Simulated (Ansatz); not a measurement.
# Si (graphite type): how the settings move a relaxation

Aim: see which settings change the result for Si (graphite type), by how much, and at what cost.

Program: Ansatz 0.2.0. Level of theory: reference: DFT, PBE, PAW with Ansatz's default frozen-core files, scalar-relativistic. These are calculated values, not measurements.

1 further run of the same task is left out (for a known fault of the program).

### Step 1. The system as given

It takes space group P6_3/mmc (No. 194, hexagonal). Conventional cell: a = 3.201 Å, b = 3.201 Å, c = 6.139 Å, α = 90.00°, β = 90.00°, γ = 120.00°. Si (site symmetry -6m2) is surrounded by 3 Si at 1.85 Å.

Coordinates:

```xyz
4
Lattice="3.2014 0.0000 0.0000 -1.6007 2.7725 0.0000 0.0000 0.0000 6.1391" Properties=species:S:1:pos:R:3 pbc="T T T"
Si    0.0000    0.0000    1.5348
Si    0.0000    0.0000    4.6043
Si    0.0000    1.8484    1.5348
Si    1.6007    0.9242    4.6043
```

### Step 2. Baseline

Input file input.yaml:

```yaml
crystal:
  lattice:
    - [3.2014382066, 0.0, 0.0]
    - [-1.6007191033, 2.7725268156, 0.0]
    - [0.0, 0.0, 6.1390828342]
  atoms:
    - { symbol: Si, position: [0.0, 0.0, 0.25] }
    - { symbol: Si, position: [0.0, 0.0, 0.75] }
    - { symbol: Si, position: [0.3333333333, 0.6666666667, 0.25] }
    - { symbol: Si, position: [0.6666666667, 0.3333333333, 0.75] }
kpoints:
  mp_grid: { grid: [10, 10, 4] }
scf:
  occupations: { method: fermi_dirac, width: 0.05 }
hamiltonian:
  xc: pbe
  pseudopotentials: { kind: paw }
output:
  forces: true
  stress: true
relax:
  f_tol: 0.005
  max_steps: 30
  cell: { stress_tol: 0.43, fix: [volume] }
```

Launch:

```console
$ ansatz run input.yaml --threads 1 --pin off --max-ram 3072MiB --backend cpu --events-out ev --progress --plain --runs-dir out
```

### Step 3. Changing settings: mp_grid.shift [0.5, 0.5, 0.5]

Changes to input.yaml since step 2:

```diff
@@ -11,3 +11,3 @@
 kpoints:
-  mp_grid: { grid: [10, 10, 4] }
+  mp_grid: { grid: [10, 10, 4], shift: [0.5, 0.5, 0.5] }
 scf:
```

Q: Predict the outcome of this session. Wanted: for each run, ending; energy change; pressure; gap; force.

**Answer**, as computed:

```csv
run,ending,energy change,pressure (GPa),gap (eV),force (eV/Å),cycles,time
reference,converged,0,44.5,0.00,0.00,67,10 s
"1: mp_grid.shift [0.5, 0.5, 0.5]",converged,-566.6 meV/atom,14.4,0.00,0.00,138,30 s
```

What this shows: Changing the k-point mesh moves the energy by -566.6 meV/atom, and the pressure goes from 44.5 to 14.4 GPa. Sampling errors of the energy have no fixed sign. The relaxations can also end on different shapes, since the mesh sets the symmetry kept. Cost: 138 SCF cycles against 67, 30 s against 10 s. The structure is not at rest: the sound run finds 45 GPa, so these are no properties of the relaxed crystal. 
